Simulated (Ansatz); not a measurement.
Be2C in Ansatz: the effect of target pressure

The system is Be2C.

```
C Be
1.0
     0.00000    2.16500    2.16500
     2.16500    0.00000    2.16500
     2.16500    2.16500    0.00000
C Be
1 2
Direct
  0.00000 0.00000 0.00000
  0.75000 0.75000 0.75000
  0.25000 0.25000 0.25000
```

Alike in all runs:

```yaml
Program: Ansatz 0.2.0
Task: relaxation of cell and atoms
Functional: PBEsol
Potentials_or_basis: all-electron LAPW, scalar-relativistic
Basis_error_allowed: 0.002 eV/atom
k_mesh: 11 × 11 × 11
Occupations: fermi-dirac, width 0.05 eV
Spin: no spin polarisation
```

Each run relaxes the cell or the atoms first.

```tsv
target pressure	relaxed volume (Å³/atom)	gap on the mesh (eV)
0 GPa	?	?
5 GPa	6.52	1.18
10 GPa	6.38	1.19
20 GPa	6.13	1.21
30 GPa	5.92	1.23
```

**Question.** What does the run with target pressure 0 GPa give?

**Answer.** Relaxed volume 6.67 Å³/atom; gap on the mesh 1.17 eV.

Worked out: In Murnaghan's law V^(-B') rises as a straight line in P. The other rows fit best with B' = 3.3, V0 = 6.68 Å³/atom and B0 = 203 GPa, which gives 6.68 Å³/atom at 0 GPa, against the run's 6.67. A straight line through the other rows of the gap on the mesh, of slope 0.002 eV per GPa, extrapolates to 1.17 eV, against the run's 1.17.

Caveats: an odd mesh through Γ misses points on the zone boundary, where band edges often lie.
